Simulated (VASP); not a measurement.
Crystal: BAs.

```
As B
1.0
     0.00000    2.38850    2.38850
     2.38850    0.00000    2.38850
     2.38850    2.38850    0.00000
As B
1 1
Direct
  0.75000 0.75000 0.75000
  0.00000 0.00000 0.00000
```

- Program: VASP 6.6.1
- Task: single point
- Functional: PBE
- Potentials or basis: VASP PAW PBE potentials, release 64 (As, B)
- Cutoff: 520 eV
- k mesh: 10 × 10 × 10
- Occupations: fermi-dirac, width 0.05 eV
- Spin: no spin polarisation

On this cell: pressure 3.4 GPa; largest force zero by symmetry; band gap on the k mesh 1.18 eV, indirect (least direct gap 3.28 eV).

The same run follows on a disturbed copy (atoms moved at random, drawn with an rms of 0.05 Å):

```
As B
1.0
     0.00000    2.38850    2.38850
     2.38850    0.00000    2.38850
     2.38850    2.38850    0.00000
As B
1 1
Direct
  0.74962 0.74959 0.73170
  0.00331 0.97773 0.98514
```

Problem. What changes?

Solution. The energy moves by +16.5 meV/atom; pressure 3.7 GPa; largest force 1.009 eV/Å; band gap on the k mesh 0.65 eV, indirect (least direct gap 2.40 eV).

Forces in eV/Å, atoms in the order of the input:
```
As  -0.705  0.197 -0.695
B    0.705 -0.197  0.695
```

Stress tensor (GPa, compression positive):
```
 3.63  1.84 -0.47
 1.84  3.79  1.87
-0.47  1.87  3.64
```

A k mesh can miss the band edges.
